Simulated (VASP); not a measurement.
A run of VASP 6.6.1 is set up as follows.

File POSCAR:

```
GaP                                     
1.0
    0.0000000000      2.7184163014      2.7184163014
    2.7184163014      0.0000000000      2.7184163014
    2.7184163014      2.7184163014      0.0000000000
  Ga              P             
     1     1
Direct
     0.0000000000000000    0.0000000000000000    0.0000000000000000
     0.2500000000000000    0.2500000000000000    0.2500000000000000
```

INCAR.step1

```
SYSTEM = GaP
ALGO = Normal
EDIFF = 1E-5
ENCUT = 520
GGA = PE
ISMEAR = 0
KPAR = 4
LASPH = .True.
LCHARG = .False.
LREAL = .False.
LWAVE = .True.
NELM = 80
PREC = Accurate
SIGMA = 0.03
```

The input INCAR.step2:

```
SYSTEM = GaP
ALGO = Normal
EDIFF = 1E-6
EDIFFG = -0.01
ENCUT = 520
GGA = PE
HFSCREEN = 0.2
IBRION = 2
ISIF = 3
ISMEAR = 0
ISTART = 1
KPAR = 4
LASPH = .True.
LCHARG = .False.
LHFCALC = .True.
LREAL = .False.
LWAVE = .False.
NELM = 80
NSW = 25
PREC = Accurate
PRECFOCK = Fast
SIGMA = 0.03
```

File KPOINTS:

```
k-points
0
Gamma
  6 6 6
  0 0 0
```

Potentials or basis: VASP PAW PBE potentials, release 64 (Ga_d, P).

Run with:

```bash
$ cat potpaw_PBE.64/Ga_d/POTCAR potpaw_PBE.64/P/POTCAR > POTCAR
$ cp INCAR.step1 INCAR
$ mpirun -np 4 vasp_std > vasp.out
$ cp INCAR.step2 INCAR
$ mpirun -np 4 vasp_std > vasp.out
```

(1) Predict the band gap on the k mesh.

(2) What does it give for the space group after relaxing (to 0.05 Å)?

(3) Predict the relaxed volume.

Results:

(1) 2.32 eV, indirect (least direct gap 2.76 eV).

(2) F-43m (No. 216).

(3) 20.36 Å³/atom.

Caveat: the PAW data sets were made with another functional, which shifts forces and pressure a little.
